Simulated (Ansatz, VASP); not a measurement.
# Si: VASP beside Ansatz

```
Si
1.0
     0.00000    2.70097    2.70097
     2.70097    0.00000    2.70097
     2.70097    2.70097    0.00000
Si
2
Direct
  0.50000 0.50000 0.50000
  0.75000 0.75000 0.75000
```

Alike in both runs: functional LDA; k mesh 10 × 10 × 10; occupations gaussian, width 0.02 eV; no spin polarisation.

Ansatz relaxed the structure, and its values are those at the end. VASP's run is a single point on that final structure, the one shown.

```csv
,VASP,Ansatz
version,VASP 6.6.1,Ansatz 0.2.0
potentials or method,"VASP PAW LDA potentials, release 64 (Si)","scalar-relativistic, plane waves, PAW"
plane-wave cutoff (eV),520,420
valence electrons in the cell,8,8
```

|  | VASP | Ansatz | Ansatz less VASP |
| --- | --- | --- | --- |
| gap on the k mesh at the Fermi level (eV) | 0.45 | 0.45 | +0.002 |
| least direct gap on the mesh (eV) | 2.53 | 2.53 | +0.002 |
| pressure (GPa) | 0.0 | 0.0 | -0.04 |

A k mesh can miss the band edges. A hybrid or GW would open this gap; LDA tends to underestimate it.
